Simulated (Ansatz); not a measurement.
A (010) slab of BN (Fmm2 (No. 42)), 4 planes, outer planes BN (top) and BN (bottom), with 8 atoms (B4N4) in a surface cell of A = 5.439 Å², as cut from the bulk:

```yaml
crystal:
  lattice:
    - [2.50519, 0.00000, 0.00000]
    - [1.25009, 2.17100, 0.00000]
    - [0.00000, 0.00000, 25.01845]
  atoms:
    - { symbol: B, position: [0.49989, 0.49989, 0.29978] }
    - { symbol: N, position: [0.83341, 0.83341, 0.29978] }
    - { symbol: B, position: [0.99989, 0.99989, 0.43326] }
    - { symbol: N, position: [0.33341, 0.33341, 0.43326] }
    - { symbol: B, position: [0.49989, 0.49989, 0.56674] }
    - { symbol: N, position: [0.83341, 0.83341, 0.56674] }
    - { symbol: B, position: [0.99989, 0.99989, 0.70022] }
    - { symbol: N, position: [0.33341, 0.33341, 0.70022] }
```

These are results of DFT PBE+D3(BJ), scalar-relativistic, plane waves, PAW (Ansatz 0.2.0), not measurements. Cutoff 420 eV; k points 12×12×1 on the computed 8-atom cell (Γ-centred); Gaussian smearing, width 0.05 eV; no spin polarisation. The cell repeats along c with a dipole correction in the vacuum.

Against the same 8 atoms in the bulk, the slab as cut lies 0.115 eV higher and the relaxed slab 0.115 eV higher.

Q: Work out the surface energy before and after relaxation.

A: The slab has two faces, so γ = (E_slab − N·E_bulk)/(2A), the mean of both. As cut: 0.115/(2 × 5.439) = 0.0106 eV/Å², and 1 eV/Å² = 16.02 J/m², so γ = 0.17 J/m². Relaxed: 0.115/(2 × 5.439) = 0.0106 eV/Å² = 0.17 J/m². Relaxation recovers 0.0 % of the cost of cutting.

Q: What is the ideal work of this cut, per area?

A: Griffith's ideal work is 2γ: 0.34 J/m², whether the new faces relax or not. One thickness was run, 4 planes, so γ can still shift with it.

The reference crystal is a form of BN, which isn't its usual structure.